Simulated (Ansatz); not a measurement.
Data:

Starting cell, AlSb (zinc blende):

```
CELL_PARAMETERS angstrom
      0.00000     3.11275     3.11275
      3.11275     0.00000     3.11275
      3.11275     3.11275     0.00000
ATOMIC_POSITIONS crystal
  Sb 0.75000 0.75000 0.75000
  Al 0.00000 0.00000 0.00000
```

In this cell atom 2 (Al, nearest neighbour Sb at 2.696 Å; its periodic images, 4.4 Å or more away, move with it) is moved by s along Cartesian x, unit vector (1.000, 0.000, 0.000); all other atoms and the cell stay fixed.

Level of theory: PBE (plane waves to 420 eV, PAW, scalar-relativistic; Ansatz, a quantum-chemistry and plane-wave program). k mesh 10×10×10 (Γ-centred), Fermi-Dirac smearing 0.05 eV. E stands for the smeared free energy. As the smearing reaches across the gap at some points, energies and forces of such displacements shift with the k mesh and the smearing. AlSb was relaxed with its symmetry unable to fall. Spin-orbit coupling is left out, though Sb is heavy. The zero of ΔE is the undisplaced structure.

The scan covers s from -0.540 to 0.540 Å in 11 points.

Problem. Is the energy the same for equal positive and negative displacements?

Solution. Even: the same for both signs. With its periodic images moving along, the atom's site symmetry in this cell is -43m.

Problem. What force acts on the atom along the line at s = -0.540 Å?

Solution. 3.23 eV/Å.

Problem. What is the force constant k = d²E/ds² of this move at s = 0?

Solution. 7.49 eV/Å².

Problem. With two atoms in the cell this is the zone-centre optical mode. What wavenumber follows?

Solution. 304 cm⁻¹.

(A displaced cell: forces are minus the slopes of the energy, force constants its curvatures, and phonons follow from these.)
